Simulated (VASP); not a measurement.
Set up this calculation in VASP 6.6.1, as the native input.

| Quantity | Value |
| --- | --- |
| Task | relaxation of cell and atoms |
| Functional | TPSS |
| Potentials or basis | VASP PAW PBE potentials, release 64 (Cd, Se) |
| Cutoff | 600 eV |
| k mesh | 8 × 8 × 8 |
| Occupations | gaussian, width 0.05 eV |
| Spin | no spin polarisation |
| Further INCAR settings | ALGO = Normal; EDIFF = 1e-07; IBRION = 2; EDIFFG = -0.01; NSW = 60; ISIF = 3 |

The structure of CdSe lies in POSCAR:

```
CdSe
1.0
    0.0000000000      3.0702711986      3.0702711986
    3.0702711986      0.0000000000      3.0702711986
    3.0702711986      3.0702711986      0.0000000000
Cd Se
1 1
Direct
    0.0000000000      0.0000000000      0.0000000000
    0.2500000000      0.2500000000      0.2500000000
```

Measurements of this composition are mostly on another form, of space group No. 186.

The input as run:

INCAR

```
ALGO = Normal
EDIFF = 1E-7
EDIFFG = -0.01
ENCUT = 600
IBRION = 2
ISIF = 3
ISMEAR = 0
LASPH = True
LCHARG = False
LMIXTAU = True
LREAL = False
LWAVE = False
METAGGA = TPSS
NELM = 100
NSW = 60
PREC = Accurate
SIGMA = 0.05
```

KPOINTS

```
k-points
0
Gamma
  8 8 8
```

Potentials or basis: VASP PAW PBE potentials, release 64 (Cd, Se).

The run is started by

```sh
$ cat potpaw_PBE.64/Cd/POTCAR potpaw_PBE.64/Se/POTCAR > POTCAR
$ mpirun -np 1 vasp_std > vasp.out
```

It gave:

* Relaxed volume: 29.76 Å³/atom
* Relaxed cell: a = 4.383 Å, b = 4.383 Å, c = 4.383 Å, α = 60.00°, β = 60.00°, γ = 60.00°
* Space group after relaxing (to 0.05 Å): F-43m (No. 216)
* Energy gained by relaxing: 3.1 meV/atom
* Ionic steps: 3
* Pressure after relaxing: 0.0 GPa
* Band gap on the k mesh: 0.71 eV, direct

Caveat: the PAW data sets were made with another functional, which shifts forces and pressure a little.

It took 14 min on 1 thread of Intel(R) Xeon(R) Platinum 8375C CPU @ 2.90GHz (Ice Lake), on a shared host, peak memory 0.24 GiB.
